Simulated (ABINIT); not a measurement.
Crystal: AlN.

```
CELL_PARAMETERS angstrom
3.11300 0.00000 0.00000
-1.55650 2.69594 0.00000
0.00000 0.00000 4.98100
ATOMIC_POSITIONS crystal
Al 0.66667 0.33333 0.50000
Al 0.33333 0.66667 0.00000
N 0.66667 0.33333 0.88000
N 0.33333 0.66667 0.38000
```

Program: ABINIT 10.8.3 (patched build). Alike in all runs: no spin polarisation; cell as given.

Q: Order these runs on this cell by their band gap on the k mesh, lowest first.
A. level HCTH407; potentials or basis JTH PAW PBE v2.0; k mesh 10 × 10 × 6; cutoff (eV) 680; smearing fermi-dirac 0.05 eV; fine-grid cutoff 1278.94 eV; mesh quality not flagged
B. level r2SCAN; potentials or basis JTH PAW PBE v2.0; k mesh 4 × 4 × 2; cutoff (eV) 816; smearing fermi-dirac 0.05 eV; fine-grid cutoff 1414.99 eV; mesh quality coarse
C. level PBE; potentials or basis JTH PAW PBE v2.0; k mesh 10 × 10 × 6; cutoff (eV) 844; smearing fermi-dirac 0.05 eV; fine-grid cutoff 1442.2 eV; mesh quality not flagged
D. level PBE0; potentials or basis PseudoDojo NC SR PBE v0.4.1 standard; k mesh 6 × 6 × 4; cutoff (eV) 952; smearing fixed; most SCF steps 60; mesh quality not flagged
E. level rPW86PBE; potentials or basis JTH PAW PBE v2.0; k mesh 10 × 10 × 6; cutoff (eV) 680; smearing fermi-dirac 0.05 eV; fine-grid cutoff 1278.94 eV; mesh quality not flagged

A: C (4.20 eV), E (4.38 eV), A (4.58 eV), B (4.80 eV), D (6.27 eV).

Caveats: some runs use coarse meshes.

A k mesh can miss the band edges.

Not every run made on this cell is shown here.
